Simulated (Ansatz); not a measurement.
# Dielectric response of CdS (110) films, part 4 of 4

Wanted: ε of zincblende CdS (110) by finite fields on slabs, and the band edges against the vacuum where run.

Ansatz 0.2.0; plane-wave DFT, PBEsol, Ansatz PAW.

So far, gap on the k-mesh (eV): step 2 (relaxation, 10 atoms, units 5) 1.54; step 15 (relaxing the film, 24 atoms, units 12) 1.23; step 17 (the relaxed film, single point, 24 atoms, units 12) 1.23; step 18 (atoms held, 24 atoms, units 12, field 0.05 V/Å) 1.16; step 19 (atoms held, 24 atoms, units 12, field -0.05 V/Å) 1.16.

## 21. Field on, atoms free, 24 atoms, units 12, field 0.05 V/Å

This step: plane-wave DFT, PBEsol, Ansatz PAW (Ansatz 0.2.0).

The same pair of relaxations in the field for this thickness.

File input.yaml:

```yaml
crystal:
  lattice:
    - [4.11536147, 0.0, 0.0]
    - [0.0, 5.82, 0.0]
    - [0.0, 0.0, 40.6344880658]
  atoms:
    - { symbol: Cd, position: [0.5, 0.5609365293, 0.2327895318] }
    - { symbol: S, position: [0.0, 0.7599804898, 0.217124844] }
    - { symbol: Cd, position: [0.0, -0.0090462598, 0.2690248149] }
    - { symbol: S, position: [0.5, 0.2413308404, 0.2728507504] }
    - { symbol: Cd, position: [0.5, 0.4942377014, 0.32374222] }
    - { symbol: S, position: [0.0, 0.7459015616, 0.3214509687] }
    - { symbol: Cd, position: [0.0, -0.0085866037, 0.372493539] }
    - { symbol: S, position: [0.5, 0.2420953136, 0.3737595565] }
    - { symbol: Cd, position: [0.5, 0.493445739, 0.4243363277] }
    - { symbol: S, position: [0.0, 0.7437009936, 0.4235916771] }
    - { symbol: Cd, position: [0.0, -0.0071675759, 0.4743384325] }
    - { symbol: S, position: [0.5, 0.2431721666, 0.4748944152] }
    - { symbol: Cd, position: [0.5, 0.492832377, 0.5256615762] }
    - { symbol: S, position: [0.0, 0.7431721212, 0.5251055701] }
    - { symbol: Cd, position: [0.0, -0.0065543871, 0.5756636791] }
    - { symbol: S, position: [0.5, 0.2437008736, 0.5764083117] }
    - { symbol: Cd, position: [0.5, 0.4914132225, 0.6275064649] }
    - { symbol: S, position: [0.0, 0.7420951447, 0.6262404379] }
    - { symbol: Cd, position: [0.0, -0.005762491, 0.6762577819] }
    - { symbol: S, position: [0.5, 0.2459013764, 0.6785490308] }
    - { symbol: Cd, position: [0.5, 0.4909535535, 0.7309751875] }
    - { symbol: S, position: [0.0, 0.7413306584, 0.7271492516] }
    - { symbol: Cd, position: [0.0, 0.0609363464, 0.7672104715] }
    - { symbol: S, position: [0.5, 0.2599803085, 0.782875159] }
kpoints:
  mp_grid: { grid: [6, 6, 1] }
hamiltonian:
  xc: pbesol
scf:
  occupations: { method: fixed }
  convergence: { dr2_threshold: 1.0e-10 }
efield:
  axis: 3
  dipole_correction: true
  ramp_position: 0.97
  ramp_width: 0.06
  amplitude: 0.05
relax:
  f_tol: 0.0006
  max_steps: 70
output:
  write_potential: true
  write_density: true
  volumetric_format: npy
```

Command:

```sh
$ ansatz run input.yaml --threads 4 --pin off --max-ram 12288MiB --backend cpu --events-out ev --progress --plain --runs-dir out
```

Numbers of over 12 decimals in the logs are rounded to 6 here.

The log of the run:

```text
[...]
Crystal: 24 atoms, lattice volume = 973.253 Å³
Basis set: ecut = 420 eV, 18941 PW (Γ), exchange–correlation on 60×80×576 points (8 copies of the dense FFT grid, shifted against one another)
Bands: 188, of which v1, the nominal top of the filled ones, is band 156 counted from 1 (155 counted from 0)
Symmetry: 2 space group operations
k-points: 16 of 36 (time reversal used)
[...]
- { symbol: Cd, position: [0.5, 0.491035, 0.627525] }
    - { symbol: S, position: [0.0, 0.741717, 0.626208] }
    - { symbol: Cd, position: [0.0, -0.00631438, 0.676301] }
    - { symbol: S, position: [0.5, 0.245373, 0.678497] }
    - { symbol: Cd, position: [0.5, 0.490256, 0.730993] }
    - { symbol: S, position: [0.0, 0.740630, 0.727119] }
    - { symbol: Cd, position: [0.0, 0.060029, 0.767268] }
    - { symbol: S, position: [0.5, 0.259211, 0.782829] }
[key lines of the parts left out:]
SCF converged after 7 iterations
Free energy (F): -108841.383903 eV
Fermi energy:    1.881442 eV
Dipole field:    D = 0.027744 V/Å  (p = 0.149220 e·Å, saw-weighted, corrected)
```

Elapsed: 6.6 min, on 4 threads of Arm Neoverse V1, shared host; peak memory 4.2 GiB.

The steps of the relaxation:

```tsv
step	energy less that of the first step (eV)	largest force component (eV/Å)
1	0.0000	0.0189
2	-0.0002	0.0022
3	-0.0002	0.0004
4	-0.0002	0.0005
```

Forces are held to the 2 operations that the run works with; a distortion that breaks them can't arise in this run.

Final coordinates:

```xyz
24
Lattice="4.1154 0.0000 0.0000 0.0000 5.8200 0.0000 0.0000 0.0000 40.6345" Properties=species:S:1:pos:R:3
Cd    2.0577    3.2703    9.4623
S     0.0000    4.4276    8.8217
Cd    0.0000   -0.0484   10.9327
S     2.0577    1.4086   11.0863
Cd    2.0577    2.8798   13.1564
S     0.0000    4.3446   13.0604
Cd    0.0000   -0.0479   15.1374
S     2.0577    1.4112   15.1863
Cd    2.0577    2.8731   17.2440
S     0.0000    4.3296   17.2111
Cd    0.0000   -0.0414   19.2759
S     2.0577    1.4156   19.2956
Cd    2.0577    2.8678   21.3611
S     0.0000    4.3247   21.3360
Cd    0.0000   -0.0397   23.3932
S     2.0577    1.4169   23.4202
Cd    2.0577    2.8578   25.4992
S     0.0000    4.3168   25.4456
Cd    0.0000   -0.0367   27.4812
S     2.0577    1.4281   27.5704
Cd    2.0577    2.8533   29.7035
S     0.0000    4.3105   29.5461
Cd    0.0000    0.3494   31.1775
S     2.0577    1.5086   31.8098
```

The relaxation took 4 steps and lowered the energy by 2.4e-4 eV; the largest force on the free atoms ends at 5.1e-4 eV/Å.

The dipole is 0.149 e·Å, and the gap on the mesh 1.193 eV.

## 22. Relaxing in the field, 24 atoms, units 12, field -0.05 V/Å

The opposite sign, again from the field-free geometry; the difference of the two cancels what relaxes without a field.

Edit input.yaml of step 21 so:

```diff
@@ -42,3 +42,3 @@
   ramp_width: 0.06
-  amplitude: 0.05
+  amplitude: -0.05
 relax:
```

The log of the run:

```text
[...]
Crystal: 24 atoms, lattice volume = 973.253 Å³
Basis set: ecut = 420 eV, 18941 PW (Γ), exchange–correlation on 60×80×576 points (8 copies of the dense FFT grid, shifted against one another)
Bands: 188, of which v1, the nominal top of the filled ones, is band 156 counted from 1 (155 counted from 0)
Symmetry: 2 space group operations
k-points: 16 of 36 (time reversal used)
[...]
- { symbol: Cd, position: [0.5, 0.491778, 0.627473] }
    - { symbol: S, position: [0.0, 0.742480, 0.626271] }
    - { symbol: Cd, position: [0.0, -0.00519407, 0.676226] }
    - { symbol: S, position: [0.5, 0.246492, 0.678589] }
    - { symbol: Cd, position: [0.5, 0.491688, 0.730951] }
    - { symbol: S, position: [0.0, 0.742023, 0.727171] }
    - { symbol: Cd, position: [0.0, 0.061906, 0.767137] }
    - { symbol: S, position: [0.5, 0.260750, 0.782901] }
[key lines of the parts left out:]
SCF converged after 7 iterations
Free energy (F): -108841.383903 eV
Fermi energy:    1.881440 eV
Dipole field:    D = -0.027743 V/Å  (p = -0.149219 e·Å, saw-weighted, corrected)
```

Run time: 6.9 min. Hardware: 4 threads; peak memory 4.2 GiB.

The steps of the relaxation:

```tsv
step	energy less that of the first step (eV)	largest force component (eV/Å)
1	0.0000	0.0189
2	-0.0002	0.0022
3	-0.0002	0.0004
4	-0.0002	0.0005
```

Forces are held to the 2 operations that the run works with; a distortion that breaks them can't arise in this run.

Final coordinates:

```xyz
24
Lattice="4.1154 0.0000 0.0000 0.0000 5.8200 0.0000 0.0000 0.0000 40.6345" Properties=species:S:1:pos:R:3
Cd    2.0577    3.2594    9.4570
S     0.0000    4.4186    8.8246
Cd    0.0000   -0.0567   10.9310
S     2.0577    1.4005   11.0884
Cd    2.0577    2.8732   13.1533
S     0.0000    4.3381   13.0641
Cd    0.0000   -0.0522   15.1353
S     2.0577    1.4068   15.1889
Cd    2.0577    2.8703   17.2413
S     0.0000    4.3269   17.2142
Cd    0.0000   -0.0422   19.2734
S     2.0577    1.4147   19.2985
Cd    2.0577    2.8686   21.3586
S     0.0000    4.3256   21.3389
Cd    0.0000   -0.0369   23.3905
S     2.0577    1.4196   23.4234
Cd    2.0577    2.8621   25.4971
S     0.0000    4.3212   25.4482
Cd    0.0000   -0.0302   27.4781
S     2.0577    1.4346   27.5741
Cd    2.0577    2.8616   29.7018
S     0.0000    4.3186   29.5482
Cd    0.0000    0.3603   31.1722
S     2.0577    1.5176   31.8128
```

The relaxation took 4 steps and lowered the energy by 2.4e-4 eV; the largest force on the free atoms ends at 5.1e-4 eV/Å.

The dipole is -0.149 e·Å, and the gap on the mesh 1.193 eV.

## 23. Response with the atoms relaxed, 24 atoms, units 12

This step: plane-wave DFT, PBEsol, Ansatz PAW; response to a field along the normal, atoms relaxed (Ansatz 0.2.0).

Numbers from this step:

```yaml
equivalent_conductor_thickness_p_eps_0ae: 22.55 Å
inner_field_over_outer_field: 0.1015
local_eps_in_the_middle: 9.850
```

Local field over the applied field, running mean. From the potentials at -0.05 and 0.05 V/Å; running mean over 2.058 Å, taken twice. The local field over applied field by z:

```tsv
z (Å)	local field over applied field
4	0.999
6	0.952
8	0.560
10	0.00337
12	0.159
14	0.0799
16	0.111
18	0.0897
20	0.103
22	0.0926
24	0.104
26	0.0891
28	0.124
30	0.0569
32	0.326
34	0.879
36	0.998
```

The induced dipole is that of a conductor 22.55 Å thick.

## 24. Electronic ε from the series

This step: plane-wave DFT, PBEsol, Ansatz PAW; permittivity from the thickness series, atoms held (Ansatz 0.2.0).

Each added layer adds t(1 − 1/ε) to the dipole term, so the slope against thickness gives ε without a choice of where the film ends.

This step gave:

* slope: 0.8434
* intercept of the fit: 1.700 Å
* ε of the interior: 6.387

Table of equivalent conductor thickness by distance between the outer atoms:

```tsv
distance between the outer atoms (Å)	equivalent conductor thickness (Å)
8.54	8.91
14.75	14.1
22.99	21.1
```

By hand, from the thinnest and the thickest film: slope = (21.096 − 8.915) / (22.989 − 8.545) = 0.843, so ε = 1/(1 − 0.843) = 6.38.

## 25. Static ε from the series

This step: plane-wave DFT, PBEsol, Ansatz PAW; permittivity from the thickness series, atoms relaxed (Ansatz 0.2.0).

The same fit for the relaxed films. The nearer its slope lies to 1, the more ε hangs on small errors.

This step gave:

| Quantity | Value |
| --- | --- |
| slope | 0.9000 |
| intercept of the fit | 1.859 Å |
| ε of the interior | 9.996 |

Equivalent conductor thickness against distance between the outer atoms:

```tsv
distance between the outer atoms (Å)	equivalent conductor thickness (Å)
8.54	9.55
22.99	22.5
```

By hand, from the thinnest and the thickest film: slope = (22.547 − 9.548) / (22.988 − 8.544) = 0.900, so ε = 1/(1 − 0.900) = 10.00. One nm of such a film has the capacitance of 3.9/10.00 = 0.39 nm of SiO₂ (its equivalent oxide thickness).

## 26. A changed input

This step: plane-wave DFT, PBEsol, Ansatz PAW (Ansatz 0.2.0).

System of this step: CdS (110), 5 units. The cell holds 10 atoms: 5 Cd and 5 S. Its edges and angles: a = 4.115 Å, b = 5.820 Å, c = 26.231 Å, α = 90.0°, β = 90.0°, γ = 90.0°. It derives from CdS (zincblende CdS). Vacuum lies along c.

A run with a changed input: it repeats the earlier run at 0.05 V/Å, 5 units with scf.occupations.method from fixed to gaussian and scf.occupations.width to 0.01.

File input.yaml:

```yaml
crystal:
  lattice:
    - [4.11536147, 0.0, 0.0]
    - [0.0, 5.82, 0.0]
    - [0.0, 0.0, 26.230722933]
  atoms:
    - { symbol: Cd, position: [0.5, 0.5515053542, 0.3603099812] }
    - { symbol: S, position: [0.0, 0.7523892407, 0.3371175403] }
    - { symbol: Cd, position: [0.0, -0.0212596983, 0.4183465361] }
    - { symbol: S, position: [0.5, 0.2307645537, 0.4220544883] }
    - { symbol: Cd, position: [0.5, 0.4845623672, 0.4999999998] }
    - { symbol: S, position: [0.0, 0.7386387106, 0.5000000005] }
    - { symbol: Cd, position: [0.0, -0.0212596942, 0.5816534625] }
    - { symbol: S, position: [0.5, 0.230764558, 0.5779455132] }
    - { symbol: Cd, position: [0.5, 0.5515053615, 0.6396900184] }
    - { symbol: S, position: [0.0, 0.7523892467, 0.6628824597] }
kpoints:
  mp_grid: { grid: [6, 6, 1] }
hamiltonian:
  xc: pbesol
scf:
  occupations: { method: gaussian, width: 0.01 }
  convergence: { dr2_threshold: 1.0e-10 }
efield:
  axis: 3
  dipole_correction: true
  ramp_position: 0.97
  ramp_width: 0.06
  amplitude: 0.05
output:
  write_potential: true
  write_density: true
  volumetric_format: npy
```

The log of the run:

```text
[...]
Crystal: 10 atoms, lattice volume = 628.263 Å³
Basis set: ecut = 420 eV, 12221 PW (Γ)
Bands: 78, of which v1, the nominal top of the filled ones, is band 65 counted from 1 (64 counted from 0)
Symmetry: 2 space group operations
k-points: 16 of 36 (time reversal used)
[...]
SCF iter   1: F=—  HF=-45352.812064 eV  |F-HF|=—  |Δ(HF+E_count)|=         —  Δρ=2.62e-2  dr2=9.46e0  ethr=3.10e-3  p=0.066 e·Å  D=1.90e-2 V/Å  ΔV_dip=-0.50 eV  dr2_dipole=3.12e-4  V_vac-E_F(+/−)=6.02/5.32 eV  ⟨swp⟩=8.3  Hψ=5561  notcnv=0  defer=32
[...]
SCF iter  13: F=-45349.809583 eV  HF=-45349.809583 eV  |F-HF|=8.00e-11  |Δ(HF+E_count)|=  5.09e-11  Δρ=4.76e-8  dr2=1.66e-11  ethr=1.00e-12  p=0.059 e·Å  D=1.70e-2 V/Å  ΔV_dip=-0.45 eV  dr2_dipole=3.45e-14  V_vac-E_F(+/−)=5.53/4.78 eV  ⟨swp⟩=19.1  Hψ=4789  notcnv=0
SCF 1 converged in 13 iterations: F = -45349.809583 eV  dr2 = 1.66e-11
[...]
SCF converged after 13 iterations
Free energy (F): -45349.809583 eV
[...]
Internal energy: -45349.809583 eV  (E = F + TS)
E sigma→0 (E₀):  -45349.809583 eV
Fermi energy:    -0.134379 eV
Dipole field:    D = 0.016994 V/Å  (p = 0.059004 e·Å, saw-weighted, corrected)
Work function:   not extracted (applied field tilts the vacuum); planar V_es + V_field profile in the machine report
[...]
--- Band table (eV; the first three rows and the last of 16) ---
  k-point 0: bands = [... 61 lower, -1.1863, -1.1360, -1.0543, -0.9043, 0.6356, 1.6621, 2.4805, 2.7708, ... 9 higher]
  k-point 1: bands = [... 61 lower, -1.2737, -1.1678, -1.1389, -1.0389, 0.9949, 1.6922, 2.4261, 2.7565, ... 9 higher]
  k-point 2: bands = [... 61 lower, -1.3974, -1.3936, -1.3381, -1.2645, 1.7406, 1.8693, 2.1886, 2.6918, ... 9 higher]
  k-point 15: bands = [... 61 lower, -2.1697, -1.9073, -1.5641, -1.5459, 2.1147, 2.5521, 2.8972, 3.6584, ... 9 higher]
```

Elapsed: 34 s, on 4 threads; peak memory 1.7 GiB; 2.2 min of CPU time.

Numbers from this step:

```
gap on the k-mesh       : 1.540 eV
dipole along the normal : 0.05900 e·Å
```

```tsv
quantity	this run	earlier run	difference
dipole along the normal (e·Å)	0.05900	0.05900	4.1e-7
gap on the k-mesh (eV)	1.540	1.540	1.2e-7
```

Nothing in the table moves by 0.01 in its unit (for the dipole 0.5 % and 5e-5 e·Å).

## 27. Results

* electronic ε from the thickness series: 6.39
* static ε from the thickness series: 10.00
* local electronic ε, middle of 12 units: 6.43

What this shows: The films give an electronic ε of 6.39 and a static ε of 10.00. The slope of the series and the field inside the thickest film give 6.39 and 6.43, in agreement. Ions raise ε from 6.39 to 10.00. The static value rests on two thicknesses alone. The in-plane lattice constants are held at typed bulk values. Semilocal functionals tend to overestimate the electronic ε a little.

[Logs are printed without paths, hosts, clocks, repeated set-up lines and the standing remarks that a program may print on its own settings, such as how far it seeks lower states.]

[Hosts, paths, dates, database ids (printed as entryN), source tags and the programs' standing remarks are cut or masked in the printed files.]

[Maps of the electrostatic potential energy from Ansatz leave out the sawtooth potential of an applied field or a dipole correction, so their vacuum need not be flat; planar profiles and work functions include it.]
